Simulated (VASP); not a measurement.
# Al (Fm-3m) in VASP: a series of runs

One crystal, Al, is run at these levels: PBE; tasks: single point.

All numbers are computed with VASP 6.6.1; they aren't measurements. Logs are shortened: lines on timing, memory, paths and dates and some standing lists are left out, and cuts for length are marked.

## Step 1: The structure

It takes space group Fm-3m (No. 225, cubic). The conventional cell has a = 4.050 Å, b = 4.050 Å, c = 4.050 Å, α = 90.00°, β = 90.00°, γ = 90.00°. Al (site symmetry m-3m) is surrounded by 12 Al at 2.86 Å.

## Step 2: Single point, PBE

File INCAR:

```
SYSTEM = Al
PREC = Accurate
ENCUT = 250
EDIFF = 1E-7
ISMEAR = -1
SIGMA = 0.15
LREAL = .False.
LASPH = .True.
NELM = 100
ALGO = Normal
ISIF = 2
LWAVE = .False.
LCHARG = .False.
GGA = PE
NBANDS = 8
ADDGRID = .False.
```

File KPOINTS:

```
regular mesh
0
Gamma
  6 6 6
  0 0 0
```

File POSCAR:

```
Al
1.0
   -0.0142710000      2.0302060000      1.9470980000
    2.0319350000     -0.0386130000      1.9714400000
    2.0296090000      2.0522230000     -0.0362870000
Al
1
Direct
    0.0259050000     -0.0062880000     -0.0081470000
```

Potentials or basis: VASP PAW PBE potentials, release 64 (Al).

Started as:

```
cat potpaw_PBE.64/Al/POTCAR > POTCAR
mpirun -np 1 vasp_std > vasp.out
```

OUTCAR:

```text
SYSTEM = Al
   PREC = Accurate
   ENCUT = 250
   EDIFF = 1E-7
   ISMEAR = -1
   LREAL = .False.
   LASPH = .True.
   NELM = 100
   ISIF = 2
   GGA = PE

 Found    112 irreducible k-points:

 Following reciprocal coordinates:
            Coordinates               Weight
  0.000000  0.000000  0.000000      1.000000
  0.166667  0.000000 -0.000000      2.000000
  0.333333  0.000000 -0.000000      2.000000
  0.500000  0.000000 -0.000000      1.000000
 -0.000000  0.166667 -0.000000      2.000000
  0.166667  0.166667 -0.000000      2.000000
   k-points           NKPTS =    112   k-points in BZ     NKDIM =    112   number of bands    NBANDS=      8
   number of dos      NEDOS =    301   number of ions     NIONS =      1
   total plane-waves  NPLWV =   4096
   dimension x,y,z NGX =    16 NGY =   16 NGZ =   16
   dimension x,y,z NGXF=    32 NGYF=   32 NGZF=   32
   ions per type =               1
   NGX,Y,Z   is equivalent  to a cutoff of   9.46,  9.39,  9.21 a.u.
   NGXF,Y,Z  is equivalent  to a cutoff of  18.91, 18.79, 18.43 a.u.
 SYSTEM =  Al
   PREC   = accura    normal or accurate (medium, high low for compatibility)
   ISTART =      0    job   : 0-new  1-cont  2-samecut
   ICHARG =      2    charge: 1-file 2-atom 10-const
   ISPIN  =      1    spin polarized calculation?
   LNONCOLLINEAR =      F non collinear calculations
   LSORBIT =      F    spin-orbit coupling
   LASPH  =      T    aspherical Exc in radial PAW
   ENCUT  =  250.0 eV  18.37 Ry    4.29 a.u.   3.63  3.65  3.72*2*pi/ulx,y,z
   NELM   =    100;   NELMIN=  2; NELMDL= -5     # of ELM steps
   EDIFF  = 0.1E-06   stopping-criterion for ELM
   LREAL  =      F    real-space projection
   EDIFFG = 0.1E-05   stopping-criterion for IOM
   NSW    =      0    number of steps for IOM
   IBRION =     -1    ionic relax: 0-MD 1-quasi-New 2-CG
   NFREE  =      0    steps in history (QN), initial steepest desc. (CG)
   ISIF   =      2    stress and relaxation
   ISYM   =      2    0-nonsym 1-usesym 2-fastsym
   POTIM  = 0.5000    time-step for ionic-motion
   TEBEG  =    0.0;   TEEND  =   0.0 temperature during run
   PSTRESS=    0.0 pullay stress
   NELECT =       3.0000    total number of electrons
   NUPDOWN=      -1.0000    fix difference up-down
   EMIN   =  10.00;   EMAX   =-10.00  energy-range for DOS
   EFERMI =   0.00;   METHOD = LEGACY
   ISMEAR =    -1;   SIGMA  =   0.15  broadening in eV -4-tet -1-fermi 0-gaus
   EFERMI_NEDOS =   21; number of points for ismear=-14 and -15
   IALGO  =     38    algorithm
   IMIX   =      4    mixing-type and parameters
     AMIX     =   0.40;   BMIX     =  1.00
     AMIX_MAG =   1.60;   BMIX_MAG =  1.00
  volume/ion in A,a.u.               =      16.60       112.04
  Fermi-wavevector in a.u.,A,eV,Ry     =   0.925526  1.748991 11.654732  0.856599
  Thomas-Fermi vector in A             =   2.051390
   LORBIT       =      0    0 simple, 1 ext, 2 COOP (PROOUT), +10 PAW based schemes
   GGA     = PE    functional components
   LHFCALC =     F    Hartree Fock is set to
   AEXX    =    0.0000 exact exchange contribution
   IVDW    =     0    specifies the selected vdW correction
   LEPSILON=     F    determine dielectric tensor
   LRPA    =     F    only Hartree local field effects (RPA)
 non-spin polarized calculation
  energy-cutoff  :      250.00
  volume of cell :       16.60
 maximum number of plane-waves:       157
 NGX is ok and might be reduce to    16
   NGX =  7   NGY =  7   NGZ =  7

 number of electron       3.0000000 magnetization

 Free energy of the ion-electron system (eV)
  ---------------------------------------------------
  ext. energy  EPLUGINS =         0.00000000
  ---------------------------------------------------
  free energy    TOTEN  =        -3.80297819 eV

  energy without entropy =       -3.78407398  energy(sigma->0) =       -3.79352609

 E-fermi :   8.0988     XC(G=0): -10.1738

 val. band max:        8.0697279468   @ k =   0.3333  -0.3333   0.3333
 cond. band min:       8.1349891321   @ k =   0.0000  -0.3333   0.3333
 fundamental gap:      0.0652611853
 Fermi energy:         8.0988012902

 k-point     1 :       0.0000    0.0000    0.0000
  band No.  band energies     occupation
      1      -3.1550      2.00000
      2      20.0994      0.00000
      3      20.4875      0.00000
      4      21.2025      0.00000
      5      21.4515      0.00000
      6      21.8611      0.00000
      7      22.4998      0.00000
      8      24.5369      0.00000

 k-point     2 :       0.1667    0.0000   -0.0000
  band No.  band energies     occupation
      1      -2.3956      2.00000
      2      14.7577      0.00000
      3      18.8175      0.00000
      4      19.4938      0.00000
      5      22.4325      0.00000
      6      23.3973      0.00000
      7      24.0182      0.00000
      8      25.0174      0.00000

 k-point     3 :       0.3333    0.0000   -0.0000
  band No.  band energies     occupation
      1      -0.1418      2.00000
      2       8.5684      0.08373
      3      18.1773      0.00000
      4      18.9362      0.00000
      5      20.6485      0.00000
      6      21.6772      0.00000
      7      22.1993      0.00000
      8      25.2944      0.00000

 k-point     4 :       0.5000    0.0000   -0.0000
  band No.  band energies     occupation
      1       3.4144      2.00000
      2       3.6763      2.00000
      3      18.6630      0.00000
      4      18.8747      0.00000
      5      19.5930      0.00000
      6      19.7777      0.00000
      7      23.0541      0.00000
      8      23.1435      0.00000

 k-point     5 :      -0.0000    0.1667   -0.0000
  band No.  band energies     occupation
      1      -2.4197      2.00000
      2      14.2299      0.00000
      3      19.1331      0.00000
      4      19.8511      0.00000
      5      22.6344      0.00000
      6      23.5320      0.00000
      7      24.1448      0.00000
      8      25.2260      0.00000

 k-point     6 :       0.1667    0.1667   -0.0000
  band No.  band energies     occupation
      1      -2.1062      2.00000
      2      16.4231      0.00000
      3      16.6953      0.00000
      4      17.2759      0.00000
      5      19.9747      0.00000
      6      21.4491      0.00000
      7      27.0217      0.00000
      8      27.1703      0.00000

 [... further k-points ...]

------------------------ aborting loop because EDIFF is reached ----------------------------------------

  FORCE on cell =-STRESS in cart. coord.  units (eV):
  Direction    XX          YY          ZZ          XY          YZ          ZX
  --------------------------------------------------------------------------------------
  -------------------------------------------------------------------------------------
  Total       -0.1546304     -0.2698359      0.4181295      0.0868033      0.3135107      0.0719872
  in kB      -14.9219544    -26.0393769     40.3498308      8.3765891     30.2540271      6.9468201
  external PRESSURE =      -0.2038335 kB  Pullay stress =       0.0000000 kB

 VOLUME and BASIS-vectors are now :
 -----------------------------------------------------------------------------
  energy-cutoff  :      250.00
  volume of cell :       16.60
      direct lattice vectors                 reciprocal lattice vectors
    -0.014271000  2.030206000  1.947098000    -0.243600396  0.245440565  0.255882689
     2.031935000 -0.038613000  1.971440000     0.245113160 -0.237992671  0.249947439
     2.029609000  2.052223000 -0.036287000     0.245598817  0.239991210 -0.248434673

 POSITION                                       TOTAL-FORCE (eV/Angst)
 -----------------------------------------------------------------------------------
      4.03186      2.04973      1.97349        -0.000000     -0.000000     -0.000000
 -----------------------------------------------------------------------------------
    total drift:                                0.000006      0.000004      0.000006

  FREE ENERGIE OF THE ION-ELECTRON SYSTEM (eV)
  ---------------------------------------------------
  free  energy   TOTEN  =        -3.8029781920 eV

  energy  without entropy=       -3.7840739805  energy(sigma->0) =       -3.79352609
```

Run time: 2 s. Hardware: 1 thread of Intel Xeon 6975P-C (Granite Rapids), shared host; peak memory 0.1 GiB.

These settings aren't checked as converged: the numbers below hold their error.

Results:

```yaml
Free_energy: -3.8030 eV
Band_gap_on_the_k_mesh: none (metal or under the smearing width)
```

Caveat: the k mesh is coarse (spacing up to 0.45 Å⁻¹), so the values aren't converged; the cutoff is under 1.25 times the usual one of these potentials, so pressure, stress and relaxed cells hold a basis-set (Pulay) error.

## Step 3: Single point, PBE

Changes to INCAR since step 2:

```diff
@@ -2,3 +2,3 @@
 PREC = Accurate
-ENCUT = 250
+ENCUT = 400
 EDIFF = 1E-7
```

File KPOINTS:

```
regular mesh
0
Gamma
  5 5 5
  0 0 0
```

File POSCAR:

```
Al
1.0
    0.0000000000      2.0248050000      2.0248050000
    2.0248050000      0.0000000000      2.0248050000
    2.0248050000      2.0248050000      0.0000000000
Al
1
Direct
    0.0000000000      0.0000000000      0.0000000000
```

Potentials or basis: VASP PAW PBE potentials, release 64 (Al).

Started as:

```
cat potpaw_PBE.64/Al/POTCAR > POTCAR
mpirun -np 1 vasp_std > vasp.out
```

OUTCAR:

```text
SYSTEM = Al
   PREC = Accurate
   ENCUT = 400
   EDIFF = 1E-7
   ISMEAR = -1
   LREAL = .False.
   LASPH = .True.
   NELM = 100
   ISIF = 2
   GGA = PE

 Found     10 irreducible k-points:

 Following reciprocal coordinates:
            Coordinates               Weight
  0.000000  0.000000  0.000000      1.000000
  0.200000  0.000000  0.000000      8.000000
  0.400000  0.000000  0.000000      8.000000
  0.200000  0.200000  0.000000      6.000000
  0.400000  0.200000  0.000000     24.000000
 -0.400000  0.200000  0.000000     24.000000
   k-points           NKPTS =     10   k-points in BZ     NKDIM =     10   number of bands    NBANDS=      8
   number of dos      NEDOS =    301   number of ions     NIONS =      1
   total plane-waves  NPLWV =   8000
   dimension x,y,z NGX =    20 NGY =   20 NGZ =   20
   dimension x,y,z NGXF=    40 NGYF=   40 NGZF=   40
   ions per type =               1
   NGX,Y,Z   is equivalent  to a cutoff of  11.61, 11.61, 11.61 a.u.
   NGXF,Y,Z  is equivalent  to a cutoff of  23.22, 23.22, 23.22 a.u.
 SYSTEM =  Al
   PREC   = accura    normal or accurate (medium, high low for compatibility)
   ISTART =      0    job   : 0-new  1-cont  2-samecut
   ICHARG =      2    charge: 1-file 2-atom 10-const
   ISPIN  =      1    spin polarized calculation?
   LNONCOLLINEAR =      F non collinear calculations
   LSORBIT =      F    spin-orbit coupling
   LASPH  =      T    aspherical Exc in radial PAW
   ENCUT  =  400.0 eV  29.40 Ry    5.42 a.u.   4.67  4.67  4.67*2*pi/ulx,y,z
   NELM   =    100;   NELMIN=  2; NELMDL= -5     # of ELM steps
   EDIFF  = 0.1E-06   stopping-criterion for ELM
   LREAL  =      F    real-space projection
   EDIFFG = 0.1E-05   stopping-criterion for IOM
   NSW    =      0    number of steps for IOM
   IBRION =     -1    ionic relax: 0-MD 1-quasi-New 2-CG
   NFREE  =      0    steps in history (QN), initial steepest desc. (CG)
   ISIF   =      2    stress and relaxation
   ISYM   =      2    0-nonsym 1-usesym 2-fastsym
   POTIM  = 0.5000    time-step for ionic-motion
   TEBEG  =    0.0;   TEEND  =   0.0 temperature during run
   PSTRESS=    0.0 pullay stress
   NELECT =       3.0000    total number of electrons
   NUPDOWN=      -1.0000    fix difference up-down
   EMIN   =  10.00;   EMAX   =-10.00  energy-range for DOS
   EFERMI =   0.00;   METHOD = LEGACY
   ISMEAR =    -1;   SIGMA  =   0.15  broadening in eV -4-tet -1-fermi 0-gaus
   EFERMI_NEDOS =   21; number of points for ismear=-14 and -15
   IALGO  =     38    algorithm
   IMIX   =      4    mixing-type and parameters
     AMIX     =   0.40;   BMIX     =  1.00
     AMIX_MAG =   1.60;   BMIX_MAG =  1.00
  volume/ion in A,a.u.               =      16.60       112.04
  Fermi-wavevector in a.u.,A,eV,Ry     =   0.925526  1.748991 11.654733  0.856599
  Thomas-Fermi vector in A             =   2.051390
   LORBIT       =      0    0 simple, 1 ext, 2 COOP (PROOUT), +10 PAW based schemes
   GGA     = PE    functional components
   LHFCALC =     F    Hartree Fock is set to
   AEXX    =    0.0000 exact exchange contribution
   IVDW    =     0    specifies the selected vdW correction
   LEPSILON=     F    determine dielectric tensor
   LRPA    =     F    only Hartree local field effects (RPA)
 non-spin polarized calculation
  energy-cutoff  :      400.00
  volume of cell :       16.60
 maximum number of plane-waves:       311
   NGX =  9   NGY =  9   NGZ =  9

 number of electron       3.0000000 magnetization

 Free energy of the ion-electron system (eV)
  ---------------------------------------------------
  ext. energy  EPLUGINS =         0.00000000
  ---------------------------------------------------
  free energy    TOTEN  =        -3.72098937 eV

  energy without entropy =       -3.66982525  energy(sigma->0) =       -3.69540731

 E-fermi :   8.2542     XC(G=0): -10.1732

 val. band max:        8.0161821512   @ k =  -0.4000   0.4000   0.0000
 cond. band min:       8.3439571374   @ k =  -0.4000   0.4000   0.2000
 fundamental gap:      0.3277749862
 Fermi energy:         8.2542151484

 k-point     1 :       0.0000    0.0000    0.0000
  band No.  band energies     occupation
      1      -3.1554      2.00000
      2      20.5238      0.00000
      3      20.5238      0.00000
      4      20.5238      0.00000
      5      21.9683      0.00000
      6      21.9683      0.00000
      7      21.9683      0.00000
      8      24.3558      0.00000

 k-point     2 :       0.2000    0.0000    0.0000
  band No.  band energies     occupation
      1      -2.0761      2.00000
      2      13.2510      0.00000
      3      19.0311      0.00000
      4      19.0311      0.00000
      5      22.3568      0.00000
      6      23.5186      0.00000
      7      23.5186      0.00000
      8      25.6045      0.00000

 k-point     3 :       0.4000    0.0000    0.0000
  band No.  band energies     occupation
      1       1.1141      2.00000
      2       6.2950      2.00000
      3      18.7752      0.00000
      4      18.7752      0.00000
      5      20.3329      0.00000
      6      20.3329      0.00000
      7      22.4032      0.00000
      8      24.2189      0.00000

 k-point     4 :       0.2000    0.2000    0.0000
  band No.  band energies     occupation
      1      -1.7181      2.00000
      2      16.2664      0.00000
      3      16.2664      0.00000
      4      16.3602      0.00000
      5      18.6483      0.00000
      6      19.6438      0.00000
      7      28.1277      0.00000
      8      28.1277      0.00000

 k-point     5 :       0.4000    0.2000    0.0000
  band No.  band energies     occupation
      1       0.7619      2.00000
      2       9.2895      0.00201
      3      14.4600      0.00000
      4      15.3537      0.00000
      5      17.0155      0.00000
      6      22.8849      0.00000
      7      26.1291      0.00000
      8      28.6976      0.00000

 k-point     6 :      -0.4000    0.2000    0.0000
  band No.  band energies     occupation
      1       3.5415      2.00000
      2       5.2608      2.00000
      3      12.1863      0.00000
      4      16.2916      0.00000
      5      18.1382      0.00000
      6      24.0820      0.00000
      7      26.5925      0.00000
      8      29.5442      0.00000

 [... further k-points ...]

------------------------ aborting loop because EDIFF is reached ----------------------------------------

  FORCE on cell =-STRESS in cart. coord.  units (eV):
  Direction    XX          YY          ZZ          XY          YZ          ZX
  --------------------------------------------------------------------------------------
  -------------------------------------------------------------------------------------
  Total        0.0876327      0.0876327      0.0876327      0.0000000     -0.0000000      0.0000000
  in kB        8.4566252      8.4566252      8.4566252      0.0000000     -0.0000000      0.0000000
  external PRESSURE =       8.4566252 kB  Pullay stress =       0.0000000 kB

 VOLUME and BASIS-vectors are now :
 -----------------------------------------------------------------------------
  energy-cutoff  :      400.00
  volume of cell :       16.60
      direct lattice vectors                 reciprocal lattice vectors
     0.000000000  2.024805000  2.024805000    -0.246937359  0.246937359  0.246937359
     2.024805000  0.000000000  2.024805000     0.246937359 -0.246937359  0.246937359
     2.024805000  2.024805000  0.000000000     0.246937359  0.246937359 -0.246937359

 POSITION                                       TOTAL-FORCE (eV/Angst)
 -----------------------------------------------------------------------------------
      0.00000      0.00000      0.00000        -0.000000      0.000000     -0.000000
 -----------------------------------------------------------------------------------
    total drift:                                0.000000     -0.000000     -0.000000

  FREE ENERGIE OF THE ION-ELECTRON SYSTEM (eV)
  ---------------------------------------------------
  free  energy   TOTEN  =        -3.7209893728 eV

  energy  without entropy=       -3.6698252512  energy(sigma->0) =       -3.69540731
```

OSZICAR:

```text
N       E                     dE             d eps       ncg     rms          rms(c)
DAV:   1    -0.283849972324E+01   -0.28385E+01   -0.68926E+02   168   0.153E+02
DAV:   2    -0.373953873362E+01   -0.90104E+00   -0.89496E+00   248   0.156E+01
DAV:   3    -0.374233670464E+01   -0.27980E-02   -0.27979E-02   176   0.877E-01
DAV:   4    -0.374234607081E+01   -0.93662E-05   -0.93661E-05   280   0.411E-02
DAV:   5    -0.374234614098E+01   -0.70170E-07   -0.70677E-07   176   0.161E-03    0.127E+00
DAV:   6    -0.372999435192E+01    0.12352E-01   -0.15383E-03   208   0.184E-01    0.735E-01
DAV:   7    -0.372099576348E+01    0.89986E-02   -0.46238E-03   200   0.299E-01    0.143E-01
DAV:   8    -0.372099102432E+01    0.47392E-05   -0.10106E-05   240   0.210E-02    0.762E-03
DAV:   9    -0.372098973832E+01    0.12860E-05   -0.66816E-07   208   0.350E-03    0.620E-04
DAV:  10    -0.372098939888E+01    0.33944E-06   -0.31440E-09   224   0.368E-04    0.151E-04
DAV:  11    -0.372098937277E+01    0.26111E-07   -0.80803E-11   144   0.514E-05
   1 F= -.37209894E+01 E0= -.36954073E+01  d E =-.511641E-01
```

Wall time 1.7 s (1 thread of Intel Xeon 6975P-C (Granite Rapids), shared host); peak memory 0.11 GiB.

These settings aren't checked as converged: the numbers below hold their error.

What came out:

```yaml
Free_energy: -3.7210 eV
Pressure: 0.8 GPa
Band_gap_on_the_k_mesh: none (metal or under the smearing width)
```

Caveat: the k mesh is coarse (spacing up to 0.54 Å⁻¹), so the values aren't converged.

(Part 1 of 2 ends here.)
